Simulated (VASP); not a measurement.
# LiH (Fm-3m) in VASP: settings compared

One crystal, LiH, is run at these levels: PBEsol, RPBE; tasks: relaxation of cell and atoms, single point.

Program: VASP 6.6.1. These are calculated values, not measurements. Logs are shortened: lines on timing, memory, paths and dates and some standing lists are left out, and cuts for length are marked.

### Step 1. The crystal as given

The structure is cubic, space group Fm-3m (No. 225). The conventional cell has a = 4.017 Å, b = 4.017 Å, c = 4.017 Å, α = 90.00°, β = 90.00°, γ = 90.00°. Li (site symmetry m-3m) has 6 H at 2.01 Å as nearest neighbours. H (site symmetry m-3m) has 6 Li at 2.01 Å as nearest neighbours.

The cell is a database's computed one.

### Step 2. Relaxation of cell and atoms, PBEsol

Input file INCAR:

```
  PREC = Accurate
  ENCUT = 600
  EDIFF = 1E-7
  ISMEAR = 0
  SIGMA = 0.02
  LREAL = False
  LASPH = True
  NELM = 80
  ALGO = Normal
  ISIF = 3
  LWAVE = False
  LCHARG = False
  GGA = PS
  IBRION = 2
  NSW = 90
  EDIFFG = -0.005
```

Input file KPOINTS:

```
Automatic mesh
0
Gamma
  4 4 4
```

Input file POSCAR:

```
LiH
1.0
    0.0000000000      2.0086193900      2.0086193900
    2.0086193900      0.0000000000      2.0086193900
    2.0086193900      2.0086193900      0.0000000000
Li H
1 1
Direct
    0.0000000000      0.0000000000      0.0000000000
    0.5000000000      0.5000000000      0.5000000000
```

Potentials or basis: VASP PAW PBE potentials, release 64 (Li_sv, H).

On the command line:

```console
> cat potpaw_PBE.64/Li_sv/POTCAR potpaw_PBE.64/H/POTCAR > POTCAR
> mpirun -np 1 vasp_std > vasp.out
```

OUTCAR:

```text
PREC = Accurate
   ENCUT = 600
   EDIFF = 1E-7
   ISMEAR = 0
   LREAL = False
   LASPH = True
   NELM = 80
   ISIF = 3
   GGA = PS
   IBRION = 2
   NSW = 90
   EDIFFG = -0.005

 ion  position               nearest neighbor table
   1  0.000  0.000  0.000-
   2  0.500  0.500  0.500-

  LATTYP: Found a face centered cubic cell.
 ALAT       =     4.0172387800

  Lattice vectors:

 A1 = (   0.0000000000,   2.0086193900,   2.0086193900)
 A2 = (   2.0086193900,   0.0000000000,   2.0086193900)
 A3 = (   2.0086193900,   2.0086193900,   0.0000000000)

Analysis of symmetry for initial positions (statically):
=====================================================================
 Subroutine PRICEL returns:
 Original cell was already a primitive cell.

 Routine SETGRP: Setting up the symmetry group for a
 face centered cubic supercell.

 Subroutine GETGRP returns: Found 48 space group operations
 (whereof 48 operations were pure point group operations)
 out of a pool of 48 trial point group operations.

The static configuration has the point symmetry O_h .

Analysis of symmetry for dynamics (positions and initial velocities):
=====================================================================
 Subroutine PRICEL returns:
 Original cell was already a primitive cell.

 Routine SETGRP: Setting up the symmetry group for a
 face centered cubic supercell.

 Subroutine GETGRP returns: Found 48 space group operations
 (whereof 48 operations were pure point group operations)
 out of a pool of 48 trial point group operations.

The dynamic configuration has the point symmetry O_h .

 Subroutine INISYM returns: Found 48 space group operations
 (whereof 48 operations are pure point group operations),
 and found     1 'primitive' translations

----------------------------------------------------------------------------------------

                                     Primitive cell

  volume of cell :      16.2078

  direct lattice vectors                    reciprocal lattice vectors
     0.000000000  2.008619390  2.008619390    -0.248927200  0.248927200  0.248927200
     2.008619390  0.000000000  2.008619390     0.248927200 -0.248927200  0.248927200
     2.008619390  2.008619390  0.000000000     0.248927200  0.248927200 -0.248927200

  length of vectors
     2.840616783  2.840616783  2.840616783     0.431154557  0.431154557  0.431154557

  position of ions in fractional coordinates (direct lattice)
     0.000000000  0.000000000  0.000000000
     0.500000000  0.500000000  0.500000000

  ion indices of the primitive-cell ions
   primitive index   ion index
                 1           1
                 2           2

----------------------------------------------------------------------------------------

 KPOINTS: Automatic mesh

Automatic generation of k-mesh.
 Grid dimensions read from file:
 generate k-points for:    4    4    4

 Generating k-lattice:

  Cartesian coordinates                     Fractional coordinates (reciprocal lattice)
    -0.062231800  0.062231800  0.062231800     0.250000000  0.000000000  0.000000000
     0.062231800 -0.062231800  0.062231800     0.000000000  0.250000000  0.000000000
     0.062231800  0.062231800 -0.062231800     0.000000000  0.000000000  0.250000000

  Length of vectors
     0.107788639  0.107788639  0.107788639

  Shift w.r.t. Gamma in fractional coordinates (k-lattice)
     0.000000000  0.000000000  0.000000000

 Subroutine IBZKPT returns following result:
 ===========================================

 Found      8 irreducible k-points:

 Following reciprocal coordinates:
            Coordinates               Weight
  0.000000  0.000000  0.000000      1.000000
  0.250000  0.000000  0.000000      8.000000
  0.500000  0.000000  0.000000      4.000000
  0.250000  0.250000  0.000000      6.000000
  0.500000  0.250000  0.000000     24.000000
 -0.250000  0.250000  0.000000     12.000000
  0.500000  0.500000  0.000000      3.000000
 -0.250000  0.500000  0.250000      6.000000
[... 34 lines left out ...]
 -----------------------------------------------------------------------------------
    total drift:                                0.000000     -0.000000     -0.000000

  FREE ENERGIE OF THE ION-ELECTRON SYSTEM (eV)
  ---------------------------------------------------
  free  energy   TOTEN  =        -6.1038959539 eV
[... 17 lines left out ...]
 VOLUME and BASIS-vectors are now :
 -----------------------------------------------------------------------------
  energy-cutoff  :      600.00
  volume of cell :       16.12
      direct lattice vectors                 reciprocal lattice vectors
     0.000000000  2.004943518  2.004943518    -0.249383584  0.249383584  0.249383584
     2.004943518  0.000000000  2.004943518     0.249383584 -0.249383584  0.249383584
     2.004943518  2.004943518 -0.000000000     0.249383584  0.249383584 -0.249383584

 POSITION                                       TOTAL-FORCE (eV/Angst)
 -----------------------------------------------------------------------------------
      0.00000      2.00494      2.00494         0.000000     -0.000000     -0.000000
      2.00494      2.00494      2.00494        -0.000000      0.000000      0.000000
 -----------------------------------------------------------------------------------
    total drift:                               -0.000000     -0.000000      0.000000

  FREE ENERGIE OF THE ION-ELECTRON SYSTEM (eV)
  ---------------------------------------------------
  free  energy   TOTEN  =        -6.1042582150 eV

  energy  without entropy=       -6.1042582150  energy(sigma->0) =       -6.10425822

--------------------------------------- Ionic step        3  -------------------------------------------

 number of electron       3.9999997 magnetization

 Free energy of the ion-electron system (eV)
  ---------------------------------------------------
  ext. energy  EPLUGINS =         0.00000000
  ---------------------------------------------------
  free energy    TOTEN  =        -6.10469524 eV

  energy without entropy =       -6.10469524  energy(sigma->0) =       -6.10469524

 E-fermi :   0.4670     XC(G=0):  -8.6528

 val. band max:        0.2473444828   @ k =   0.5000   0.5000   0.0000
 cond. band min:       2.9659084872   @ k =   0.5000   0.5000   0.0000
 fundamental gap:      2.7185640044
 Fermi energy:         0.4670209818

 k-point     1 :       0.0000    0.0000    0.0000
  band No.  band energies     occupation
      1     -43.4724      2.00000
      2      -5.3602      2.00000
      3      16.5361      0.00000
      4      18.1033      0.00000
      5      18.1033      0.00000
      6      18.1033      0.00000

 k-point     2 :       0.2500    0.0000    0.0000
  band No.  band energies     occupation
      1     -43.4461      2.00000
      2      -4.2846      2.00000
      3       9.8654      0.00000
      4      15.3607      0.00000
      5      16.8132      0.00000
      6      16.8133      0.00000

 k-point     3 :       0.5000    0.0000    0.0000
  band No.  band energies     occupation
      1     -43.4198      2.00000
      2      -2.5062      2.00000
      3       4.9658      0.00000
      4      13.9350      0.00000
      5      16.6550      0.00000
      6      16.6550      0.00000

 k-point     4 :       0.2500    0.2500    0.0000
  band No.  band energies     occupation
      1     -43.4380      2.00000
      2      -3.8127      2.00000
      3      10.6765      0.00000
      4      13.1641      0.00000
      5      13.1641      0.00000
      6      16.3631      0.00000
[... 47 lines left out ...]
 VOLUME and BASIS-vectors are now :
 -----------------------------------------------------------------------------
  energy-cutoff  :      600.00
  volume of cell :       15.87
      direct lattice vectors                 reciprocal lattice vectors
     0.000000000  1.994459943  1.994459943    -0.250694431  0.250694431  0.250694431
     1.994459943  0.000000000  1.994459943     0.250694431 -0.250694431  0.250694431
     1.994459943  1.994459943 -0.000000000     0.250694431  0.250694431 -0.250694431

 POSITION                                       TOTAL-FORCE (eV/Angst)
 -----------------------------------------------------------------------------------
      0.00000      0.00000      0.00000        -0.000000     -0.000000     -0.000000
      1.99446      1.99446      1.99446         0.000000      0.000000      0.000000
 -----------------------------------------------------------------------------------
    total drift:                                0.000000     -0.000000     -0.000000

  FREE ENERGIE OF THE ION-ELECTRON SYSTEM (eV)
  ---------------------------------------------------
  free  energy   TOTEN  =        -6.1046952381 eV

  energy  without entropy=       -6.1046952381  energy(sigma->0) =       -6.10469524

 reached required accuracy - stopping structural energy minimisation
```

Run time: 5.3 s. Hardware: 1 thread of Intel Xeon Platinum 8488C (Sapphire Rapids), shared host; peak memory 0.13 GiB.

What came out:

```yaml
Free_energy: -6.1047 eV
Relaxed_volume: 7.93 Å³/atom
Relaxed_cell: a = 2.821 Å, b = 2.821 Å, c = 2.821 Å, α = 60.00°, β = 60.00°, γ = 60.00°
Space_group_after_relaxing_to_0.05_Å: Fm-3m (No. 225)
Energy_gained_by_relaxing: 0.4 meV/atom
Ionic_steps: 3
Pressure_after_relaxing: 0.0 GPa
Band_gap_on_the_k_mesh: 2.72 eV, direct
```

The path:
| step | energy change (eV) | largest force (eV/Å) | pressure (GPa) | volume (Å³) |
| --- | --- | --- | --- | --- |
| 1 | 0.0000 | 0.0000 | -0.75 | 16.21 |
| 2 | -0.0004 | 0.0000 | -0.56 | 16.12 |
| 3 | -0.0008 | 0.0000 | 0.01 | 15.87 |

Final structure:
```
Li H
1.0
     0.00000    1.99446    1.99446
     1.99446    0.00000    1.99446
     1.99446    1.99446    0.00000
Li H
1 1
Direct
  0.00000 0.00000 0.00000
  0.50000 0.50000 0.50000
```

Levels at points of the mesh, in eV from the valence-band top:
| k point | band 1 | band 2 | band 3 | band 4 | band 5 | band 6 |
| --- | --- | --- | --- | --- | --- | --- |
| (0.00, 0.00, 0.00) | -43.72 | -5.61 | 16.29 | 17.86 | 17.86 | 17.86 |
| (0.50, 0.00, 0.00) | -43.67 | -2.75 | 4.72 | 13.69 | 16.41 | 16.41 |
| (0.50, 0.50, 0.00) | -43.65 | 0.00 | 2.72 | 10.67 | 10.67 | 13.76 |

Caveat: the k mesh is coarse (spacing up to 0.68 Å⁻¹), so the values aren't converged; the cutoff is under 1.25 times the usual one of these potentials, so pressure, stress and relaxed cells hold a basis-set (Pulay) error; the PAW data sets were made with another functional, which shifts forces and pressure a little. A k mesh can miss the band edges.

### Step 3. Single point, PBEsol

Input file INCAR:

```
ALGO     = Normal         # electronic algorithm
EDIFF    = 1E-6           # SCF threshold, eV
ENCUT    = 520            # plane-wave cutoff, eV
GGA      = PS             # functional
ISIF     = 2              # what is computed and relaxed
ISMEAR   = 0              # smearing method
LASPH    = T              # aspherical terms in the spheres
LCHARG   = F              # write CHGCAR
LREAL    = F              # projectors in reciprocal space
LWAVE    = F              # write WAVECAR
NELM     = 80             # most SCF steps
PREC     = Accurate       # precision mode
SIGMA    = 0.02           # smearing width, eV
```

Input file KPOINTS:

```
k-points
0
Gamma
  10 10 10
```

POSCAR is that of step 2.

Potentials or basis: VASP PAW PBE potentials, release 64 (Li_sv, H).

On the command line:

```console
> cat potpaw_PBE.64/Li_sv/POTCAR potpaw_PBE.64/H/POTCAR > POTCAR
> mpirun -np 1 vasp_std > vasp.out
```

Wall time 4.6 s (1 thread of Intel Xeon Platinum 8488C (Sapphire Rapids), shared host); peak memory 0.13 GiB.

It converged, with:

- Free energy: -6.1194 eV
- Band gap on the k mesh: 2.75 eV, direct

Levels at points of the mesh, in eV from the valence-band top:
```
           k point  band 1  band 2  band 3  band 4  band 5
(0.00, 0.00, 0.00)  -43.71   -5.52   16.02   17.66   17.66
(0.50, 0.00, 0.00)  -43.66   -2.69    4.69   13.51   16.24
(0.50, 0.50, 0.00)  -43.64    0.00    2.75   10.59   10.59
```

Caveat: the cutoff is under 1.25 times the usual one of these potentials, so pressure, stress and relaxed cells hold a basis-set (Pulay) error; the PAW data sets were made with another functional, which shifts forces and pressure a little.

### Step 4. Relaxation of cell and atoms, PBEsol

Input file INCAR:

```
  PREC = Accurate
  ENCUT = 580
  EDIFF = 1E-7
  ISMEAR = 0
  SIGMA = 0.02
  LREAL = False
  LASPH = True
  NELM = 80
  ALGO = Normal
  ISIF = 3
  LWAVE = False
  LCHARG = False
  GGA = PS
  IBRION = 2
  NSW = 90
  EDIFFG = -0.005
```

Input file KPOINTS:

```
Automatic mesh
0
Gamma
  10 10 10
```

POSCAR is that of step 3.

Potentials or basis: VASP PAW PBE potentials, release 64 (Li, H).

On the command line:

```console
> cat potpaw_PBE.64/Li/POTCAR potpaw_PBE.64/H/POTCAR > POTCAR
> mpirun -np 1 vasp_std > vasp.out
```

It took 7.1 s on 1 thread of Intel Xeon Platinum 8488C (Sapphire Rapids), shared host; peak memory 0.13 GiB.

The run converged. Its results:

```yaml
Free_energy: -6.1048 eV
Relaxed_volume: 7.95 Å³/atom
Relaxed_cell: a = 2.823 Å, b = 2.823 Å, c = 2.823 Å, α = 60.00°, β = 60.00°, γ = 60.00°
Space_group_after_relaxing_to_0.05_Å: Fm-3m (No. 225)
Energy_gained_by_relaxing: 0.3 meV/atom
Ionic_steps: 3
Pressure_after_relaxing: 0.0 GPa
Band_gap_on_the_k_mesh: 2.76 eV, direct
```

The path:
```
step  energy change (eV)  largest force (eV/Å)  pressure (GPa)  volume (Å³)
   1              0.0000                0.0000           -0.68        16.21
   2             -0.0003                0.0000           -0.50        16.13
   3             -0.0006                0.0000            0.00        15.91
```

Final structure:
```cif
data_structure
_symmetry_space_group_name_H-M 'P 1'
_symmetry_Int_Tables_number 1
_cell_length_a 2.8228
_cell_length_b 2.8228
_cell_length_c 2.8228
_cell_angle_alpha 60.000
_cell_angle_beta 60.000
_cell_angle_gamma 60.000
_cell_volume 15.91
loop_
_atom_site_label
_atom_site_type_symbol
_atom_site_fract_x
_atom_site_fract_y
_atom_site_fract_z
_atom_site_occupancy
Li1 Li 0.00000 0.00000 0.00000 1
H1 H 0.50000 0.50000 0.50000 1
```

Levels at points of the mesh, in eV from the valence-band top:
```
           k point  band 1  band 2  band 3  band 4  band 5
(0.00, 0.00, 0.00)   -5.60   16.27   17.99   17.99   17.99
(0.50, 0.00, 0.00)   -2.72    4.73   13.70   16.53   16.53
(0.50, 0.50, 0.00)    0.00    2.76   10.71   10.71   13.76
```

Caveat: the PAW data sets were made with another functional, which shifts forces and pressure a little. A k mesh can miss the band edges.

### Step 5. Relaxation of cell and atoms, RPBE

INCAR, as its differences from that of step 4:

```diff
@@ -1,3 +1,3 @@
   PREC = Accurate
-  ENCUT = 580
+  ENCUT = 600
   EDIFF = 1E-7
@@ -12,3 +12,3 @@
   LCHARG = False
-  GGA = PS
+  GGA = RP
   IBRION = 2
```

KPOINTS is that of step 4.

POSCAR is that of step 4.

Potentials or basis: VASP PAW PBE potentials, release 64 (Li_sv, H).

On the command line:

```console
> cat potpaw_PBE.64/Li_sv/POTCAR potpaw_PBE.64/H/POTCAR > POTCAR
> mpirun -np 1 vasp_std > vasp.out
```

Wall time 15 s (1 thread of Intel Xeon Platinum 8488C (Sapphire Rapids), shared host); peak memory 0.12 GiB.

Results (log left out):

```
Free energy                            : -6.0195 eV
Relaxed volume                         : 8.32 Å³/atom
Relaxed cell                           : a = 2.866 Å, b = 2.866 Å, c = 2.866 Å, α = 60.00°, β = 60.00°, γ = 60.00°
Space group after relaxing (to 0.05 Å) : Fm-3m (No. 225)
Energy gained by relaxing              : 0.6 meV/atom
Ionic steps                            : 4
Pressure after relaxing                : 0.0 GPa
Band gap on the k mesh                 : 3.16 eV, direct
```

The path:
```csv
step,energy change (eV),largest force (eV/Å),pressure (GPa),volume (Å³)
1,0.0000,0.0000,0.95,16.21
2,-0.0006,0.0000,0.70,16.32
3,-0.0013,0.0000,0.11,16.60
4,-0.0013,0.0000,0.00,16.65
```

Final structure:
```cif
data_structure
_symmetry_space_group_name_H-M 'P 1'
_symmetry_Int_Tables_number 1
_cell_length_a 2.8662
_cell_length_b 2.8662
_cell_length_c 2.8662
_cell_angle_alpha 60.000
_cell_angle_beta 60.000
_cell_angle_gamma 60.000
_cell_volume 16.65
loop_
_atom_site_label
_atom_site_type_symbol
_atom_site_fract_x
_atom_site_fract_y
_atom_site_fract_z
_atom_site_occupancy
Li1 Li 0.00000 0.00000 0.00000 1
H1 H 0.50000 0.50000 0.50000 1
```

Levels at points of the mesh, in eV from the valence-band top:
| k point | band 1 | band 2 | band 3 | band 4 | band 5 |
| --- | --- | --- | --- | --- | --- |
| (0.00, 0.00, 0.00) | -44.50 | -5.24 | 15.71 | 17.88 | 17.88 |
| (0.50, 0.00, 0.00) | -44.46 | -2.49 | 4.98 | 13.49 | 16.54 |
| (0.50, 0.50, 0.00) | -44.45 | 0.00 | 3.16 | 10.86 | 10.86 |

Caveat: the cutoff is under 1.25 times the usual one of these potentials, so pressure, stress and relaxed cells hold a basis-set (Pulay) error; the PAW data sets were made with another functional, which shifts forces and pressure a little. A k mesh can miss the band edges.

### Step 6. Relaxation of cell and atoms, PBEsol

Input file INCAR:

```
SYSTEM = LiH
PREC = Accurate
ENCUT = 600
EDIFF = 1E-7
ISMEAR = 0
SIGMA = 0.02
LREAL = .FALSE.
LASPH = .TRUE.
NELM = 60
ALGO = Normal
ISIF = 3
LWAVE = .FALSE.
LCHARG = .FALSE.
GGA = PS
IBRION = 2
NSW = 90
EDIFFG = -0.005
```

Input file KPOINTS:

```
regular mesh
0
G
  10 10 10
  0 0 0
```

POSCAR is that of step 5.

Potentials or basis: VASP PAW PBE potentials, release 64 (Li_sv, H).

On the command line:

```console
> cat potpaw_PBE.64/Li_sv/POTCAR potpaw_PBE.64/H/POTCAR > POTCAR
> mpirun -np 1 vasp_std > vasp.out
```

Wall time 9.1 s (1 thread of Intel Xeon Platinum 8488C (Sapphire Rapids), shared host); peak memory 0.12 GiB.

It converged, with:

```yaml
Free_energy: -6.1220 eV
Relaxed_volume: 7.84 Å³/atom
Relaxed_cell: a = 2.810 Å, b = 2.810 Å, c = 2.810 Å, α = 60.00°, β = 60.00°, γ = 60.00°
Space_group_after_relaxing_to_0.05_Å: Fm-3m (No. 225)
Energy_gained_by_relaxing: 0.9 meV/atom
Ionic_steps: 3
Pressure_after_relaxing: 0.0 GPa
Band_gap_on_the_k_mesh: 2.72 eV, direct
```

Step by step:
```tsv
step	energy change (eV)	largest force (eV/Å)	pressure (GPa)	volume (Å³)
1	0.0000	0.0000	-1.13	16.21
2	-0.0008	0.0000	-0.85	16.07
3	-0.0019	0.0000	0.03	15.68
```

Final structure:
```cif
data_structure
_symmetry_space_group_name_H-M 'P 1'
_symmetry_Int_Tables_number 1
_cell_length_a 2.8095
_cell_length_b 2.8095
_cell_length_c 2.8095
_cell_angle_alpha 60.000
_cell_angle_beta 60.000
_cell_angle_gamma 60.000
_cell_volume 15.68
loop_
_atom_site_label
_atom_site_type_symbol
_atom_site_fract_x
_atom_site_fract_y
_atom_site_fract_z
_atom_site_occupancy
Li1 Li 0.00000 0.00000 0.00000 1
H1 H 0.50000 0.50000 0.50000 1
```

Levels at points of the mesh, in eV from the valence-band top:
```
           k point  band 1  band 2  band 3  band 4  band 5  band 6
(0.00, 0.00, 0.00)  -43.68   -5.65   16.44   17.99   17.99   17.99
(0.50, 0.00, 0.00)  -43.62   -2.78    4.76   13.79   16.53   16.53
(0.50, 0.50, 0.00)  -43.61    0.00    2.72   10.75   10.75   13.85
```

Caveat: the cutoff is under 1.25 times the usual one of these potentials, so pressure, stress and relaxed cells hold a basis-set (Pulay) error; the PAW data sets were made with another functional, which shifts forces and pressure a little.

### Step 7. Overview

```tsv
task	level	potentials or basis	cell	k mesh	cutoff (eV)	mesh quality	gap on the mesh (eV)	pressure (GPa)	relaxed volume (Å³/atom)
relaxation of cell and atoms	PBEsol	VASP PAW PBE potentials, release 64 (Li_sv, H)	relaxed	4 × 4 × 4	600	coarse	2.72	0.0	7.93
single point	PBEsol	VASP PAW PBE potentials, release 64 (Li_sv, H)	as given	10 × 10 × 10	520	not flagged	2.75	-	-
relaxation of cell and atoms	PBEsol	VASP PAW PBE potentials, release 64 (Li, H)	relaxed	10 × 10 × 10	580	not flagged	2.76	0.0	7.95
relaxation of cell and atoms	RPBE	VASP PAW PBE potentials, release 64 (Li_sv, H)	relaxed	10 × 10 × 10	600	not flagged	3.16	0.0	8.32
relaxation of cell and atoms	PBEsol	VASP PAW PBE potentials, release 64 (Li_sv, H)	relaxed	10 × 10 × 10	600	not flagged	2.72	0.0	7.84
```

Alike in all rows: no spin polarisation; smearing gaussian 0.02 eV.

Caveats: some runs use coarse meshes; the PAW data sets were made with another functional, which shifts forces and pressure a little; the cutoff is under 1.25 times the usual one of these potentials, so pressure, stress and relaxed cells hold a basis-set (Pulay) error (some runs).

Absolute energies hang on the potentials; compare differences alone.
